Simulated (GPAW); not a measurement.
Ag:

```xyz
1
Lattice="0.0000 2.0427 2.0427 2.0427 0.0000 2.0427 2.0427 2.0427 0.0000" Properties=species:S:1:pos:R:3 pbc="T T T"
Ag    0.0000    0.0000    0.0000
```

| Item | Value |
| --- | --- |
| Program | GPAW 26.7.0 |
| Task | relaxation of cell and atoms |
| Functional | PBE |
| Potentials or basis | GPAW PAW data sets (gpaw-data 1.2.1) |
| Cutoff | 600 eV |
| Basis | pw |
| k mesh | 11 × 11 × 11 |
| Occupations | fermi-dirac, width 0.05 eV |
| Spin | no spin polarisation |

At the start: pressure 4.3 GPa; volume 17.05 Å³/atom.

Question: Where does the relaxation end?

Answer: Over 4 steps the energy falls by 9.1 meV/atom and the volume is 17.78 Å³/atom (+4.3 %); space group Fm-3m (No. 225, to 0.05 Å).

The path:
| step | energy change (eV) | largest force (eV/Å) | pressure (GPa) | volume (Å³) |
| --- | --- | --- | --- | --- |
| 1 | 0.0000 | 0.0000 | 4.33 | 17.05 |
| 2 | -0.0067 | 0.0000 | 2.17 | 17.39 |
| 3 | -0.0091 | 0.0000 | 0.17 | 17.75 |
| 4 | -0.0091 | 0.0000 | 0.01 | 17.78 |

Final structure:
```yaml
crystal:
  lattice:
    - [0.00000, 2.07168, 2.07168]
    - [2.07168, 0.00000, 2.07168]
    - [2.07168, 2.07168, 0.00000]
  atoms:
    - { symbol: Ag, position: [0.00000, 0.00000, 0.00000] }
```

Caveat: later steps reuse the first step's grids.
